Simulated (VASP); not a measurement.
VASP 6.6.1 run: GaSb

INCAR

```
GGA = PE
NBANDS = 49
PREC = Accurate
NSW = 0
LREAL = .FALSE.
LASPH = .FALSE.
IBRION = -1
ENCUT = 400
SIGMA = 0.02
ISMEAR = -1
LWAVE = .FALSE.
EDIFF = 1E-7
NELM = 100
ISIF = 2
LCHARG = .FALSE.
```

KPOINTS

```
KPOINTS created by Atomic Simulation Environment
0
Gamma
8 8 8
0 0 0
```

POSCAR

```
Ga Sb
 1.0000000000000000
     0.0000000000000000    3.1796291490000002    3.0658848221000001
     3.0658848221000001    0.0000000000000000    3.0658848221000001
     3.0658848221000001    3.1796291490000002    0.0000000000000000
 Ga  Sb
   1   1
Cartesian
  0.0000000000000000  0.0000000000000000  0.0000000000000000
  1.5329424110500001  1.5898145745000001  1.5329424110500001
```

The recommended PBE PAW datasets give the neutral cell 18 valence electrons.

Command

```
mpirun -np 1 vasp_std
```

Problem. Predict the outcome of this run.

Solution. It converged. Results: gap between bands v and c on the k mesh 0.00 eV; least direct gap on the k mesh 0.00 eV; pressure 0.1 GPa. Band v is the last that the valence electrons fill when counted band by band, and c is the next.

OSZICAR

```
N       E                     dE             d eps       ncg     rms          rms(c)
DAV:   1     0.129805322572E+03    0.12981E+03   -0.47480E+03  7383   0.380E+02
DAV:   2     0.872950581136E+01   -0.12108E+03   -0.10430E+03  6015   0.176E+02
DAV:   3    -0.701694244942E+01   -0.15746E+02   -0.15479E+02  6937   0.358E+01
DAV:   4    -0.740417782882E+01   -0.38724E+00   -0.38693E+00  6884   0.585E+00
DAV:   5    -0.740708422025E+01   -0.29064E-02   -0.29062E-02  7043   0.513E-01    0.300E+00
DAV:   6    -0.736588696722E+01    0.41197E-01   -0.22233E-02  8589   0.121E+00    0.181E+00
DAV:   7    -0.735480051284E+01    0.11086E-01   -0.14510E-02  7378   0.469E-01    0.319E-01
DAV:   8    -0.735580409063E+01   -0.10036E-02   -0.23858E-03  6896   0.216E-01    0.861E-02
DAV:   9    -0.735624510051E+01   -0.44101E-03   -0.27796E-04  6810   0.542E-02    0.317E-02
DAV:  10    -0.735635016005E+01   -0.10506E-03   -0.41237E-05  6961   0.161E-02    0.123E-02
DAV:  11    -0.735636487646E+01   -0.14716E-04   -0.10891E-05  6874   0.118E-02    0.808E-03
DAV:  12    -0.735636554959E+01   -0.67313E-06   -0.81418E-07  7148   0.207E-03    0.167E-03
DAV:  13    -0.735636562597E+01   -0.76386E-07   -0.48946E-08  6744   0.512E-04
   1 F= -.73563656E+01 E0= -.73563114E+01  d E =-.108501E-03
```

Standard output (part)

```
POSCAR found type information on POSCAR GaSb
 POSCAR found :  2 types and       2 ions
 LDA part: xc-table for (Slater+PW92), standard interpolation
 POSCAR, INCAR and KPOINTS ok, starting setup
 WAVECAR not read
 entering main loop
```

For comparison, a separate PBE run of the intended cell, on usual settings and not on those above, gives a gap of 0.00 eV on its mesh and a pressure of 0.2 GPa.
